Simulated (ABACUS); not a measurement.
BaTiO3 (Barioperovskite): equation of state with PBEsol

The system is BaTiO3 (Barioperovskite).

```
CELL_PARAMETERS angstrom
3.98550 0.00000 0.00000
0.00000 2.83690 2.84515
0.00000 -2.83690 2.84515
ATOMIC_POSITIONS crystal
Ba 0.00000 0.00000 0.00000
Ti 0.50000 0.51240 0.51240
O 0.50000 0.99184 0.50524
O 0.50000 0.50524 0.99184
O 0.00000 0.48740 0.48740
```

| Item | Value |
| --- | --- |
| Program | ABACUS 3.10.1 |
| Task | equation of state |
| Functional | PBEsol |
| Potentials or basis | PseudoDojo NC SR 0.4.1 PBEsol standard |
| Cutoff | 1143 eV |
| Density cutoff | 4572 eV |
| Basis | plane waves |
| k mesh | 7 × 7 × 7 |
| Occupations | fermi-dirac, width 0.05 eV |
| Spin | no spin polarisation |

| Property | Result |
| --- | --- |
| Equilibrium volume | 12.60 Å³/atom |
| Bulk modulus at fixed shape and positions | 178 GPa |
| Pressure derivative of the bulk modulus | 4.5 |

Energy against volume, from the lowest point:
```
volume (Å³/atom)  energy (meV/atom)
          12.095              11.97
          12.353               2.73
          12.610               0.00
          12.867               3.09
          13.125              11.38
          13.382              24.31
          13.639              41.40
```

All runs of the series together: 4.3 min on 4 threads of Intel(R) Xeon(R) 6975P-C (Granite Rapids), with other jobs on the host.

Caveat: this release of the barium file is off; the cell was scaled at fixed shape and fractional positions, which overstates the stiffness of a crystal with free parameters, most of all of layers and chains. The run has no spin-orbit coupling, so splittings on Ba are missing.
